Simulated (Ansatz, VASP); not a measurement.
## Hg in VASP and in Ansatz

```xyz
3
Lattice="5.4347 0.0000 0.0000 -2.7174 4.7066 0.0000 0.0000 0.0000 3.1743" Properties=species:S:1:pos:R:3 pbc="T T T"
Hg    0.0000    0.0000    0.0000
Hg    0.0000    3.1378    1.5871
Hg    2.7174    1.5689    1.5871
```

Alike in both runs: functional r2SCAN; k mesh 12 × 12 × 14; occupations gaussian, width 0.1 eV; no spin polarisation.

Ansatz relaxed the structure, and its values are those at the end. VASP's run is a single point on that final structure, the one shown.

|  | VASP | Ansatz |
| --- | --- | --- |
| version | VASP 6.6.1 | Ansatz 0.2.0 |
| potentials or method | VASP PAW PBE potentials, release 64 (Hg) | scalar-relativistic, plane waves, PAW |
| plane-wave cutoff (eV) | 520 | 500 |
| valence electrons in the cell | 36 | 60 |

```csv
,VASP,Ansatz,Ansatz less VASP
gap on the k mesh at the Fermi level (eV),none,none,-
pressure (GPa),0.2,0.0,-0.22
```

A gap of «none» marks a metal or a gap that the smearing closes. With one functional, cell and mesh, what is left measures potentials, basis and numerics. The two sets of potentials don't hold the same shells in valence.

Caveats: the PAW data sets were made with another functional, which shifts forces and pressure a little (VASP). Spin-orbit coupling is left out, which matters for the levels of Hg.
